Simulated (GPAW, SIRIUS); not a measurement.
This is a calculation of Ga for GPAW 26.7.0 (ASE script). Atoms were shifted at random by some hundredths of an Å from the given cell, which wasn't relaxed again for these runs. This isn't the form of Ga at room conditions, which is orthorhombic.

File run.py:

```python
from ase import Atoms
from ase.dft.bandgap import bandgap
from ase.io import write
from ase.units import GPa
from gpaw import GPAW, PW, setup_paths

setup_paths.insert(0, '.')

atoms = Atoms(['Ga', 'Ga'],
              cell=[[2.7784220849, 0.0, 0.0],
                    [0.0, 3.28160879, 0.0],
                    [-1.3434310986, 0.0, 3.9902731763]],
              scaled_positions=[[0.131356, 0.747603, 0.767233],
                                [0.85768, 0.25727, 0.22752]],
              pbc=True)

calc = GPAW(mode=PW(600),
            xc='PBEsol',
            kpts={'size': (10, 8, 7), 'gamma': True},
            occupations={'name': 'fermi-dirac', 'width': 0.05},
            nbands=10,
            convergence={'density': 1e-05, 'energy': 1e-05},
            maxiter=150,
            txt='gpaw.txt')
atoms.calc = calc
energy = atoms.get_potential_energy()
forces = atoms.get_forces()
stress = atoms.get_stress()
calc.write('gs.gpw')
write('result.traj', atoms)
print(f'Energy: {energy:.6f} eV')
print('Forces (eV/A):')
print(forces.round(4))
print('Stress (GPa):', (stress / GPa).round(3))
print('Fermi level:', round(calc.get_fermi_level(), 4), 'eV')
print(f'Gap: {bandgap(calc)[0]:.4f} eV, direct: {bandgap(calc, direct=True)[0]:.4f} eV')
```

Potentials or basis: PAW data sets generated in the run's folder for this functional, pw.

The run is started by

```bash
$ gpaw-setup -f PBEsol Ga
$ OMP_NUM_THREADS=1 python run.py
```

Question: What does the same run look like in SIRIUS 7.10.0? Potentials or basis there: PseudoDojo 0.4.1 PBEsol standard (scalar relativistic), cutoff 1102 eV.

Answer: As run (cutoffs and basis follow the program's own potentials, and thresholds, step limits or extra output files can differ):

The input sirius.json:

```json
{
  "control": {
    "processing_unit": "cpu",
    "verbosity": 2,
    "num_bands_to_print": 21,
    "print_forces": true,
    "print_stress": true
  },
  "parameters": {
    "electronic_structure_method": "pseudopotential",
    "xc_functionals": ["XC_GGA_X_PBE_SOL", "XC_GGA_C_PBE_SOL"],
    "gk_cutoff": 9.0,
    "pw_cutoff": 18.0,
    "ngridk": [10, 8, 7],
    "shiftk": [0, 0, 0],
    "smearing": "fermi_dirac",
    "smearing_width": 0.0018374661,
    "num_bands": 21,
    "num_mag_dims": 0,
    "num_dft_iter": 100,
    "energy_tol": 1e-08,
    "density_tol": 1e-06
  },
  "iterative_solver": {
    "type": "davidson",
    "min_tolerance": 1e-09,
    "tolerance_scale": [0.1, 0.25]
  },
  "mixer": {
    "type": "anderson",
    "beta": 0.7,
    "max_history": 8
  },
  "settings": {
    "tol_ne": 1e-10,
    "pseudo_grid_cutoff": 6.5
  },
  "unit_cell": {
    "lattice_vectors": [
      [5.250456799073, 0.0, 0.0],
      [0.0, 6.201341861265, 0.0],
      [-2.538716843659, 0.0, 7.540523465648]
    ],
    "atom_coordinate_units": "lattice",
    "atom_types": ["Ga"],
    "atom_files": {
      "Ga": "Ga.json"
    },
    "atoms": {
      "Ga": [
        [0.131356, 0.747603, 0.767233],
        [0.85768, 0.25727, 0.22752]
      ]
    }
  }
}
```

Potentials or basis: PseudoDojo 0.4.1 PBEsol standard (scalar relativistic).

Command:

```sh
$ upf_to_json Ga.upf
$ OMP_NUM_THREADS=1 sirius.scf --input=sirius.json --output=out.json --task=0
```

Both were run:

|  | GPAW | SIRIUS |
| --- | --- | --- |
| Pressure | -0.1 GPa | -0.6 GPa |
| Largest force | 0.091 eV/Å | 0.085 eV/Å |

The potentials hold 6 and 26 valence electrons a cell.

Pressure is positive in compression.
